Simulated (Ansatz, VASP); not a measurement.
**One calculation of CoSi, two programs**

```
CELL_PARAMETERS angstrom
1.97736 -1.97738 0.00000
1.97736 1.97738 0.00000
0.00000 0.00000 2.80699
ATOMIC_POSITIONS crystal
Si 0.00000 0.00000 0.00000
Co 0.50000 0.50000 0.50000
```

Alike in both runs: task single point; functional PBEsol; k mesh 6 × 6 × 6; occupations gaussian, width 0.1 eV; collinear spin.

```csv
,VASP,Ansatz
version,VASP 6.6.1,Ansatz 0.2.0
potentials or method,"VASP PAW PBE potentials, release 64 (Si, Co)","scalar-relativistic, plane waves, PAW"
plane-wave cutoff (eV),520,420
valence electrons in the cell,13,21
```

Ansatz gave:

| Item | Value |
| --- | --- |
| gap on the k mesh at the Fermi level (eV) | none |
| pressure (GPa) | -10.0 |
| largest component of the traceless stress (GPa) | 0.16 |
| net moment per atom (μB) | 0.36 |
| size of the moment on the site where the two differ most (μB) | 0.74 |

Question: Estimate VASP's values.

Answer: gap on the k mesh at the Fermi level (eV): none; pressure (GPa): -9.8; largest component of the traceless stress (GPa): 0.14; net moment per atom (μB): 0.36; size of the moment on the site where the two differ most (μB): 0.72.

Site moments also hang on the region over which each program counts them. A gap of «none» marks a metal or a gap that the smearing closes. The functional is the same, so the differences come from potentials, cutoffs and numerics. The two sets of potentials don't hold the same shells in valence. Ansatz warned: «near_symmetry_operations_not_taken».

Caveats: the k mesh is coarse (spacing up to 0.37 Å⁻¹), so the values aren't converged; the PAW data sets were made with another functional, which shifts forces and pressure a little (VASP).
